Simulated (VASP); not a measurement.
# C2O2H4 in VASP: further runs

The runs below take C2O2H4 through single point, relaxation of the atoms, with r2SCAN0+D4, PBE0+D3(BJ), BEEF-vdW, RPBE.

Everything below comes from runs of VASP 6.6.1. Logs are shortened: lines on timing, memory, paths and dates and some standing lists are left out, and cuts for length are marked.

**1. The structure**

The cell holds a molecule in a box, 8 atoms: a = 13.000 Å, b = 12.000 Å, c = 12.000 Å, α = 90.00°, β = 90.00°, γ = 90.00°.

**2. Single point, r2SCAN0+D4**

POSCAR reads:

```
H2CO
1.0
   13.0000000000      0.0000000000      0.0000000000
    0.0000000000     12.0000000000      0.0000000000
    0.0000000000      0.0000000000     12.0000000000
C O H
2 2 4
Cartesian
    5.5261000600      6.5308500000      5.5776500400
    6.6144000000      6.2843499600      6.3018500400
    7.6575999500      7.1214500400      6.3736500000
    6.8380999700      5.1848499600      7.0588500000
    5.4539999800      7.4446500000      5.0091500400
    4.7082999600      5.8255500000      5.5504500000
    8.3177000400      6.7268499600      6.9530499600
    6.0800000300      4.5973500000      6.9935499600
```

INCAR.step1 reads:

```
  ALGO = Normal
  EDIFF = 1E-5
  ENCUT = 520
  GGA = PE
  ISIF = 2
  ISMEAR = 0
  LASPH = True
  LCHARG = False
  LREAL = False
  LWAVE = True
  NELM = 80
  PREC = Accurate
  SIGMA = 0.01
```

INCAR.step2 reads:

```
  AEXX = 0.25
  ALGO = Normal
  EDIFF = 1E-6
  ENCUT = 520
  HFRCUT = -1
  ISIF = 2
  ISMEAR = 0
  ISTART = 1
  IVDW = 13
  LASPH = True
  LCHARG = False
  LHFCALC = True
  LMIXTAU = True
  LREAL = False
  LWAVE = False
  METAGGA = R2SCAN
  NELM = 80
  PREC = Accurate
  PRECFOCK = Normal
  SIGMA = 0.01
  VDW_A1 = 0.4778
  VDW_A2 = 5.8779
  VDW_S6 = 1.0
  VDW_S8 = 0.8992
```

KPOINTS reads:

```
k-points
0
Gamma
  1 1 1
```

Potentials or basis: VASP PAW PBE potentials, release 64 (C, O, H).

On the command line:

```
$ cat potpaw_PBE.64/C/POTCAR potpaw_PBE.64/O/POTCAR potpaw_PBE.64/H/POTCAR > POTCAR
$ cp INCAR.step1 INCAR
$ mpirun -np 1 vasp_gam > vasp.out
$ cp INCAR.step2 INCAR
$ mpirun -np 1 vasp_gam > vasp.out
```

OUTCAR:

```text
AEXX = 0.25
   EDIFF = 1E-6
   ENCUT = 520
   ISIF = 2
   ISMEAR = 0
   ISTART = 1
   IVDW = 13
   LASPH = True
   LHFCALC = True
   LREAL = False
   METAGGA = R2SCAN
   NELM = 80
   PREC = Accurate
   PRECFOCK = Normal

 ion  position               nearest neighbor table
   1  0.425  0.544  0.465-   5 1.08   6 1.08   2 1.33
   2  0.509  0.524  0.525-   1 1.33   3 1.34   4 1.35
   3  0.589  0.593  0.531-   7 0.96   2 1.34
   4  0.526  0.432  0.588-   8 0.96   2 1.35
   5  0.420  0.620  0.417-   1 1.08
   6  0.362  0.485  0.463-   1 1.08
   7  0.640  0.561  0.579-   3 0.96
   8  0.468  0.383  0.583-   4 0.96

  LATTYP: Found a simple tetragonal cell.
 ALAT       =    12.0000000000
 C/A-ratio  =     1.0833333333

  Lattice vectors:

 A1 = (   0.0000000000,  12.0000000000,   0.0000000000)
 A2 = (   0.0000000000,   0.0000000000,  12.0000000000)
 A3 = (  13.0000000000,   0.0000000000,   0.0000000000)

Analysis of symmetry for initial positions (statically):
=====================================================================
 Subroutine PRICEL returns:
 Original cell was already a primitive cell.

 Routine SETGRP: Setting up the symmetry group for a
 simple tetragonal supercell.

 Subroutine GETGRP returns: Found  1 space group operations
 (whereof  1 operations were pure point group operations)
 out of a pool of 16 trial point group operations.

The static configuration has the point symmetry C_1 .

Analysis of symmetry for dynamics (positions and initial velocities):
=====================================================================
 Subroutine PRICEL returns:
 Original cell was already a primitive cell.

 Routine SETGRP: Setting up the symmetry group for a
 simple tetragonal supercell.

 Subroutine GETGRP returns: Found  1 space group operations
 (whereof  1 operations were pure point group operations)
 out of a pool of 16 trial point group operations.

The dynamic configuration has the point symmetry C_1 .

 Subroutine INISYM returns: Found  1 space group operations
 (whereof  1 operations are pure point group operations),
 and found     1 'primitive' translations

----------------------------------------------------------------------------------------

                                     Primitive cell

  volume of cell :    1872.0000

  direct lattice vectors                    reciprocal lattice vectors
    13.000000000  0.000000000  0.000000000     0.076923077  0.000000000  0.000000000
     0.000000000 12.000000000  0.000000000     0.000000000  0.083333333  0.000000000
     0.000000000  0.000000000 12.000000000     0.000000000  0.000000000  0.083333333

  length of vectors
    13.000000000 12.000000000 12.000000000     0.076923077  0.083333333  0.083333333

  position of ions in fractional coordinates (direct lattice)
     0.425084620  0.544237500  0.464804170
     0.508800000  0.523695830  0.525154170
     0.589046150  0.593454170  0.531137500
     0.526007690  0.432070830  0.588237500
     0.419538460  0.620387500  0.417429170
     0.362176920  0.485462500  0.462537500
     0.639823080  0.560570830  0.579420830
     0.467692310  0.383112500  0.582795830

  ion indices of the primitive-cell ions
   primitive index   ion index
                 1           1
                 2           2
                 3           3
                 4           4
                 5           5
                 6           6
                 7           7
                 8           8

----------------------------------------------------------------------------------------

 KPOINTS: k-points

Automatic generation of k-mesh.
 Grid dimensions read from file:
 generate k-points for:    1    1    1

 Generating k-lattice:

  Cartesian coordinates                     Fractional coordinates (reciprocal lattice)
     0.076923077  0.000000000  0.000000000     1.000000000  0.000000000  0.000000000
     0.000000000  0.083333333  0.000000000     0.000000000  1.000000000  0.000000000
     0.000000000  0.000000000  0.083333333     0.000000000  0.000000000  1.000000000

  Length of vectors
     0.076923077  0.083333333  0.083333333

  Shift w.r.t. Gamma in fractional coordinates (k-lattice)
     0.000000000  0.000000000  0.000000000

 Subroutine IBZKPT returns following result:
 ===========================================

 Found      1 irreducible k-points:

 Following reciprocal coordinates:
            Coordinates               Weight
  0.000000  0.000000  0.000000      1.000000
   k-points           NKPTS =      1   k-points in BZ     NKDIM =      1   number of bands    NBANDS=     17
   number of dos      NEDOS =    301   number of ions     NIONS =      8
   total plane-waves  NPLWV = 793800
   dimension x,y,z NGX =    98 NGY =   90 NGZ =   90
   dimension x,y,z NGXF=   196 NGYF=  180 NGZF=  180
   ions per type =               2   2   4
   NGX,Y,Z   is equivalent  to a cutoff of  12.53, 12.47, 12.47 a.u.
   NGXF,Y,Z  is equivalent  to a cutoff of  25.06, 24.94, 24.94 a.u.
 SYSTEM =  unknown system
   PREC   = accura    normal or accurate (medium, high low for compatibility)
   ISTART =      1    job   : 0-new  1-cont  2-samecut
   ICHARG =      0    charge: 1-file 2-atom 10-const
   ISPIN  =      1    spin polarized calculation?
   LNONCOLLINEAR =      F non collinear calculations
   LSORBIT =      F    spin-orbit coupling
   LASPH  =      T    aspherical Exc in radial PAW
   ENCUT  =  520.0 eV  38.22 Ry    6.18 a.u.  24.17 22.31 22.31*2*pi/ulx,y,z
   NELM   =     80;   NELMIN=  2; NELMDL=  0     # of ELM steps
   EDIFF  = 0.1E-05   stopping-criterion for ELM
   LREAL  =      F    real-space projection
   EDIFFG = 0.1E-04   stopping-criterion for IOM
   NSW    =      0    number of steps for IOM
   IBRION =     -1    ionic relax: 0-MD 1-quasi-New 2-CG
   NFREE  =      0    steps in history (QN), initial steepest desc. (CG)
   ISIF   =      2    stress and relaxation
   ISYM   =      3    0-nonsym 1-usesym 2-fastsym
   POTIM  = 0.5000    time-step for ionic-motion
   TEBEG  =    0.0;   TEEND  =   0.0 temperature during run
   PSTRESS=    0.0 pullay stress
   NELECT =      24.0000    total number of electrons
   NUPDOWN=      -1.0000    fix difference up-down
   EMIN   =  10.00;   EMAX   =-10.00  energy-range for DOS
   EFERMI =   0.00;   METHOD = LEGACY
   ISMEAR =     0;   SIGMA  =   0.01  broadening in eV -4-tet -1-fermi 0-gaus
   EFERMI_NEDOS =   21; number of points for ismear=-14 and -15
   IALGO  =     38    algorithm
   IMIX   =      1    mixing-type and parameters
     AMIX     =   0.40;   BMIX     =  1.00
     AMIX_MAG =   1.60;   BMIX_MAG =  1.00
  volume/ion in A,a.u.               =     234.00      1579.11
  Fermi-wavevector in a.u.,A,eV,Ry     =   0.383157  0.724062  1.997460  0.146809
  Thomas-Fermi vector in A             =   1.319904
   LORBIT       =      0    0 simple, 1 ext, 2 COOP (PROOUT), +10 PAW based schemes
   METAGGA = R2SCAN    functional components
   LHFCALC =     T    Hartree Fock is set to
   PRECFOCK=normal    Normal, Fast or Accurate (Low or Medium for compatibility)
   ENCUT4O =  -1.0   cutoff for four orbital integrals eV
   NKREDX  =     1    reduce k-point grid by
   NKREDY  =     1    reduce k-point grid by
   NKREDZ  =     1    reduce k-point grid by
   AEXX    =    0.2500 exact exchange contribution
   HFSCREEN=    0.0000 screening length (either q_TF or 0.3 A-1)
   HFSCREENC=   0.0000 screening length for correlation (either q_TF or 0.3 A-1)
   ENCUTFOCK=  -1.0 apply spherical cutoff to Coloumb kernel
   IVDW    =    13    specifies the selected vdW correction
   LEPSILON=     F    determine dielectric tensor
   LRPA    =     F    only Hartree local field effects (RPA)
 non-spin polarized calculation
 Gauss-broadening in eV      SIGMA  =   0.01
  energy-cutoff  :      520.00
  volume of cell :     1872.00
 maximum number of plane-waves:     25235
 NGX is ok and might be reduce to    98
  NGX = 80; NGY = 70; NGZ = 70

 number of electron      23.9999998 magnetization

 Free energy of the ion-electron system (eV)
  ---------------------------------------------------
  ext. energy  EPLUGINS =         0.00000000
  ---------------------------------------------------
  free energy    TOTEN  =       -60.14253320 eV

  energy without entropy =      -60.14253320  energy(sigma->0) =      -60.14253320

 E-fermi :  -6.2663     XC(G=0):  -0.4029

 val. band max:       -6.3629833178   @ k =   0.0000   0.0000   0.0000
 cond. band min:      -0.0527476219   @ k =   0.0000   0.0000   0.0000
 fundamental gap:      6.3102356958
 Fermi energy:        -6.2663045224

 k-point     1 :       0.0000    0.0000    0.0000
  band No.  band energies     occupation
      1     -32.1478      2.00000
      2     -29.9878      2.00000
      3     -21.5664      2.00000
      4     -17.8922      2.00000
      5     -16.4380      2.00000
      6     -14.0112      2.00000
      7     -12.8953      2.00000
      8     -11.9525      2.00000
      9     -11.5280      2.00000
     10     -10.9548      2.00000
     11     -10.0314      2.00000
     12      -6.3630      2.00000
     13      -0.0527      0.00000
     14       0.7104      0.00000
     15       0.8260      0.00000
     16       0.9900      0.00000
     17       1.0513      0.00000

------------------------ aborting loop because EDIFF is reached ----------------------------------------

  DFT-D4 for vdW energy calculation

  Edisp (eV):   -0.02988

  FORCE on cell =-STRESS in cart. coord.  units (eV):
  Direction    XX          YY          ZZ          XY          YZ          ZX
  --------------------------------------------------------------------------------------
  -------------------------------------------------------------------------------------
  Total      -0.69877    -0.50037    -0.38667    -0.04336     0.18656    -0.27758
  in kB      -0.59805    -0.42825    -0.33094    -0.03711     0.15967    -0.23757
  external pressure =       -0.45 kB  Pullay stress =        0.00 kB

 VOLUME and BASIS-vectors are now :
 -----------------------------------------------------------------------------
  energy-cutoff  :      520.00
  volume of cell :     1872.00
      direct lattice vectors                 reciprocal lattice vectors
    13.000000000  0.000000000  0.000000000     0.076923077  0.000000000  0.000000000
     0.000000000 12.000000000  0.000000000     0.000000000  0.083333333  0.000000000
     0.000000000  0.000000000 12.000000000     0.000000000  0.000000000  0.083333333

 POSITION                                       TOTAL-FORCE (eV/Angst)
 -----------------------------------------------------------------------------------
      5.52610      6.53085      5.57765         0.068823      0.001856      0.038576
      6.61440      6.28435      6.30185        -0.264358      0.072975     -0.184171
      7.65760      7.12145      6.37365         0.120806     -0.155116      0.154623
      6.83810      5.18485      7.05885        -0.177442     -0.068517     -0.053799
      5.45400      7.44465      5.00915         0.034982     -0.141503      0.098822
      4.70830      5.82555      5.55045         0.145352      0.091773      0.022763
      8.31770      6.72685      6.95305        -0.097759      0.115455     -0.117821
      6.08000      4.59735      6.99355         0.169596      0.083077      0.041005
 -----------------------------------------------------------------------------------
    total drift:                               -0.000278      0.001444      0.002153

  FREE ENERGIE OF THE ION-ELECTRON SYSTEM (eV)
  ---------------------------------------------------
  free  energy   TOTEN  =       -60.1724106616 eV

  energy  without entropy=      -60.1724106616  energy(sigma->0) =      -60.17241066
```

It took 12 min on 1 thread of Intel Xeon 6975P-C (Granite Rapids), shared host; peak memory 1.6 GiB.

What came out:

| Quantity | Value |
| --- | --- |
| Free energy | -60.1724 eV |
| Largest force | 0.330 eV/Å |
| Gap between the frontier levels | 6.31 eV |
| Dispersion energy per atom | -0.004 eV |

Forces in eV/Å, atoms in the order of the input:
```
C    0.069  0.002  0.039
C   -0.264  0.073 -0.184
O    0.121 -0.155  0.155
O   -0.177 -0.069 -0.054
H    0.035 -0.142  0.099
H    0.145  0.092  0.023
H   -0.098  0.115 -0.118
H    0.170  0.083  0.041
```

Caveat: the PAW data sets were made with another functional, which shifts forces and pressure a little.

**3. Single point, PBE0+D3(BJ)**

POSCAR is that of step 2.

INCAR.step1 reads:

```
SYSTEM = H2CO
ALGO = Normal ; EDIFF = 1E-5
ENCUT = 520 ; GGA = PE
ISIF = 2 ; ISMEAR = 0
LASPH = .TRUE. ; LREAL = .FALSE.
LWAVE = .TRUE. ; NELM = 60
PREC = Accurate ; SIGMA = 0.01
```

INCAR.step2 reads:

```
SYSTEM = H2CO
AEXX = 0.25 ; ALGO = Normal
EDIFF = 1E-7 ; ENCUT = 520
GGA = PE ; ISIF = 2
ISMEAR = 0 ; ISTART = 1
IVDW = 12 ; LASPH = .TRUE.
LCHARG = .TRUE. ; LELF = .TRUE.
LHFCALC = .TRUE. ; LREAL = .FALSE.
LVACPOTAV = .TRUE. ; LVHAR = .TRUE.
LWAVE = .FALSE. ; NELM = 60
PREC = Accurate ; PRECFOCK = Normal
SIGMA = 0.01
```

KPOINTS reads:

```
k-points
0
G
  1 1 1
  0 0 0
```

Potentials or basis: VASP PAW PBE potentials, release 64 (C, O, H).

On the command line:

```
$ cat potpaw_PBE.64/C/POTCAR potpaw_PBE.64/O/POTCAR potpaw_PBE.64/H/POTCAR > POTCAR
$ cp INCAR.step1 INCAR
$ mpirun -np 1 vasp_gam > vasp.out
$ cp INCAR.step2 INCAR
$ mpirun -np 1 vasp_gam > vasp.out
```

Wall time 8.5 min (1 thread of Intel Xeon 6975P-C (Granite Rapids), shared host); peak memory 1.4 GiB.

It converged, with:

| Item | Value |
| --- | --- |
| Free energy | -57.6639 eV |
| Largest force | 0.244 eV/Å |
| Gap between the frontier levels | 5.93 eV |
| Dispersion energy per atom | -0.012 eV |

Forces on the atoms (eV/Å):
```
C   -0.014  0.022 -0.018
C   -0.203  0.039 -0.130
O    0.121  0.094  0.009
O    0.025 -0.098  0.070
H    0.004 -0.012  0.008
H    0.016  0.002  0.006
H    0.067  0.018  0.027
H   -0.016 -0.065  0.028
```

Levels at points of the mesh, in eV from the valence-band top:
```
           k point  band 8  band 9  band 10  band 11  band 12  band 13  band 14  band 15  band 16  band 17
(0.00, 0.00, 0.00)   -5.47   -5.01    -4.48    -3.50     0.00     5.93     6.74     6.83     7.03     7.15
```

Caveat: the PAW data sets were made with another functional, which shifts forces and pressure a little.

**4. Single point, BEEF-vdW**

INCAR reads:

```
ALGO     = Fast           # electronic algorithm
EDIFF    = 1E-6           # SCF threshold, eV
ENCUT    = 520            # plane-wave cutoff, eV
GGA      = BF             # functional
ISIF     = 2              # what is computed and relaxed
ISMEAR   = 0              # smearing method
LASPH    = True           # aspherical terms in the spheres
LCHARG   = False          # write CHGCAR
LREAL    = False          # projectors in reciprocal space
LUSE_VDW = True         
LWAVE    = False          # write WAVECAR
NBANDS   = 22             # bands
NELM     = 60             # most SCF steps
PREC     = Accurate       # precision mode
SIGMA    = 0.01           # smearing width, eV
ZAB_VDW  = -1.8867
```

KPOINTS reads:

```
k-points
0
Gamma
  1 1 1
```

POSCAR is that of step 3.

On the command line:

```
$ cat potpaw_PBE.64/C/POTCAR potpaw_PBE.64/O/POTCAR potpaw_PBE.64/H/POTCAR > POTCAR
$ mpirun -np 1 vasp_gam > vasp.out
```

It took 26 min on 1 thread of Intel Xeon 6975P-C (Granite Rapids), shared host; peak memory 4.8 GiB.

The run converged. Its results:

| Property | Result |
| --- | --- |
| Free energy | -40.0504 eV |
| Largest force | 0.819 eV/Å |
| Gap between the frontier levels | 4.02 eV |

Forces in eV/Å, atoms in the order of the input:
```
C   -0.446  0.149 -0.321
C   -0.409  0.049 -0.247
O    0.548  0.606 -0.059
O    0.246 -0.606  0.483
H   -0.024 -0.041  0.010
H    0.028  0.043 -0.011
H    0.200 -0.019  0.118
H   -0.142 -0.181  0.028
```

Levels at points of the mesh, in eV from the valence-band top:
```
           k point  band 10  band 11  band 12  band 13  band 14  band 15
(0.00, 0.00, 0.00)    -4.12    -2.96     0.00     4.02     4.91     5.14
```

Caveat: the PAW data sets were made with another functional, which shifts forces and pressure a little.

**5. Relaxation of the atoms, RPBE**

INCAR reads:

```
ALGO = Normal ; EDIFF = 1E-6
EDIFFG = -0.01 ; ENCUT = 520
GGA = RP ; IBRION = 2
ISIF = 2 ; ISMEAR = 0
LASPH = T ; LCHARG = F
LREAL = F ; LWAVE = F
NELM = 100 ; NSW = 60
PREC = Accurate ; SIGMA = 0.01
```

KPOINTS is that of step 4.

POSCAR is that of step 4.

On the command line:

```
$ cat potpaw_PBE.64/C/POTCAR potpaw_PBE.64/O/POTCAR potpaw_PBE.64/H/POTCAR > POTCAR
$ mpirun -np 1 vasp_gam > vasp.out
```

Run time: 21 min. Hardware: 1 thread of Intel Xeon 6975P-C (Granite Rapids), shared host; peak memory 1.6 GiB.

It converged, with:

```yaml
Free_energy: -44.6522 eV
Energy_gained_by_relaxing: 6.3 meV/atom
Ionic_steps: 37
Largest_force_after_relaxing: 0.007 eV/Å
Gap_between_the_frontier_levels: 4.12 eV
```

Forces in eV/Å, atoms in the order of the input:
```
C    0.001 -0.001  0.001
C    0.002  0.000  0.001
O    0.003  0.003  0.000
O   -0.001  0.000  0.000
H    0.001  0.000  0.000
H   -0.006 -0.003 -0.002
H    0.000  0.001  0.000
H    0.000  0.000  0.000
```

The path:
```tsv
step	energy change (eV)	largest force (eV/Å)	pressure (GPa)
1	0.0000	1.1426	0.17
2	0.0309	1.5158	-0.13
3	-0.0397	0.3705	0.04
4	-0.0372	0.7881	-0.01
5	-0.0457	0.2035	0.01
6	-0.0459	0.3561	-0.02
7	-0.0475	0.1280	0.00
8	-0.0489	0.1661	-0.01
9	-0.0491	0.2404	-0.01
10	-0.0498	0.0825	-0.01
11	-0.0499	0.0713	-0.01
12	-0.0499	0.0683	-0.01
13	-0.0500	0.0419	-0.01
14	-0.0500	0.0408	-0.01
15	-0.0501	0.0388	-0.01
16	-0.0502	0.0370	-0.01
17	-0.0502	0.0134	-0.01
18	-0.0502	0.0133	-0.01
19	-0.0502	0.0133	-0.01
20	-0.0502	0.0125	-0.01
21	-0.0502	0.0204	-0.01
22	-0.0502	0.0510	-0.01
23	-0.0502	0.0327	-0.01
24	-0.0502	0.0313	-0.01
25	-0.0502	0.0276	-0.01
26	-0.0502	0.0213	-0.01
27	-0.0503	0.0145	-0.01
28	-0.0502	0.0367	-0.01
29	-0.0503	0.0198	-0.01
30	-0.0503	0.0145	-0.01
31	-0.0503	0.0139	-0.01
32	-0.0503	0.0114	-0.01
33	-0.0503	0.0166	-0.01
34	-0.0503	0.0152	-0.01
35	-0.0503	0.0102	-0.01
36	-0.0503	0.0113	-0.01
37	-0.0503	0.0068	-0.01
```

Final structure:
```xyz
8
Lattice="13.0000 0.0000 0.0000 0.0000 12.0000 0.0000 0.0000 0.0000 12.0000" Properties=species:S:1:pos:R:3 pbc="T T T"
C     5.5128    6.5373    5.5672
C     6.6121    6.2841    6.3010
O     7.6762    7.1386    6.3738
O     6.8463    5.1640    7.0756
H     5.4407    7.4571    4.9941
H     4.6884    5.8290    5.5376
H     8.3413    6.7358    6.9614
H     6.0784    4.5700    7.0075
```

Levels at points of the mesh, in eV from the valence-band top:
| k point | band 10 | band 11 | band 12 | band 13 | band 14 | band 15 |
| --- | --- | --- | --- | --- | --- | --- |
| (0.00, 0.00, 0.00) | -4.02 | -2.77 | 0.00 | 4.12 | 4.98 | 5.09 |

Caveat: the PAW data sets were made with another functional, which shifts forces and pressure a little.

**6. The runs side by side**

| task | level | cell | grid for exact exchange (PRECFOCK) | exchange at q = 0 | gap on the mesh (eV) | largest force (eV/Å) |
| --- | --- | --- | --- | --- | --- | --- |
| single point | r2SCAN0+D4 | as given | Normal | truncated | 6.31 | 0.33 |
| single point | PBE0+D3(BJ) | as given | Normal | default | 5.93 | 0.24 |
| single point | BEEF-vdW | as given | - | - | 4.02 | 0.82 |
| relaxation of the atoms | RPBE | atoms relaxed | - | - | 4.12 | 0.01 |

Alike in all rows: potentials or basis VASP PAW PBE potentials, release 64 (C, O, H); no spin polarisation; k mesh 1 × 1 × 1; cutoff (eV) 520; smearing gaussian 0.01 eV.

On the cell as given the gap runs from 4.02 eV (BEEF-vdW) to 6.31 eV (r2SCAN0+D4).

Caveats: the PAW data sets were made with another functional, which shifts forces and pressure a little.

Total energies depend on the potentials used, so only differences within one code and one set of settings carry meaning.
